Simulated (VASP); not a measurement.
# SnSe: single point with PBE-based screened hybrid

SnSe:

```
CELL_PARAMETERS angstrom
0.00000 3.00211 3.00211
3.00211 0.00000 3.00211
3.00211 3.00211 0.00000
ATOMIC_POSITIONS crystal
Sn 0.00000 0.00000 0.00000
Se 0.50000 0.50000 0.50000
```

The cell was built by a generator and needn't be a form met in nature.

* Program: VASP 6.6.1
* Task: single point
* Functional: PBE-based screened hybrid
* Potentials or basis: VASP PAW PBE potentials, release 64 (Sn_d, Se)
* Cutoff: 520 eV
* k mesh: 4 × 4 × 4
* Occupations: gaussian, width 0.01 eV
* Spin: no spin polarisation

| Property | Result |
| --- | --- |
| Pressure | -1.5 GPa |
| Band gap on the k mesh | 0.68 eV, direct |

Levels at points of the mesh, in eV from the valence-band top:
| k point | band 7 | band 8 | band 9 | band 10 | band 11 | band 12 | band 13 | band 14 |
| --- | --- | --- | --- | --- | --- | --- | --- | --- |
| (0.00, 0.00, 0.00) | -5.59 | -2.79 | -2.79 | -2.79 | 4.97 | 4.97 | 4.97 | 6.33 |
| (0.50, 0.00, 0.00) | -9.11 | -2.54 | -2.54 | 0.00 | 0.68 | 1.55 | 1.55 | 8.84 |
| (0.50, 0.50, 0.00) | -6.71 | -6.41 | -4.38 | -4.38 | 3.30 | 6.08 | 6.08 | 6.72 |

It took 5.1 min on 1 thread of Intel(R) Xeon(R) 6975P-C (Granite Rapids) (shared host), peak memory 0.28 GiB.

Caveat: the k mesh is coarse (spacing up to 0.45 Å⁻¹), so the values aren't converged; the PAW data sets were made with another functional, which shifts forces and pressure a little; spin-orbit coupling is left out, which moves the levels of the heavy elements. A k mesh can miss the band edges.
